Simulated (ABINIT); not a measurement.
# BN in ABINIT: the effect of dispersion

The system is BN.

```
N B
1.0
     0.00000    1.81300    1.81300
     1.81300    0.00000    1.81300
     1.81300    1.81300    0.00000
N B
1 1
Direct
  0.25000 0.25000 0.25000
  0.00000 0.00000 0.00000
```

The cell is a database's computed one.

Alike in all runs:

| Property | Result |
| --- | --- |
| Program | ABINIT 10.8.3 (patched build) |
| Task | equation of state |
| Functional | PBE |
| Potentials or basis | JTH PAW PBE v2.0 |
| Cutoff | 707 eV |
| k mesh | 13 × 13 × 13 |
| Occupations | fermi-dirac, width 0.05 eV |
| Spin | no spin polarisation |

| dispersion | V0 of scaled cells (Å³/atom) | B0 (GPa) |
| --- | --- | --- |
| none | 5.95 | 372 |
| D3 | ? | ? |
| D3(BJ) | 5.86 | 382 |
| D4 | 5.87 | 385 |

Question: What does the run with dispersion D3 give?

Answer: V0 of scaled cells 5.91 Å³/atom; B0 378 GPa.

Caveats: pressures at fixed basis lie under the slope of the energies.
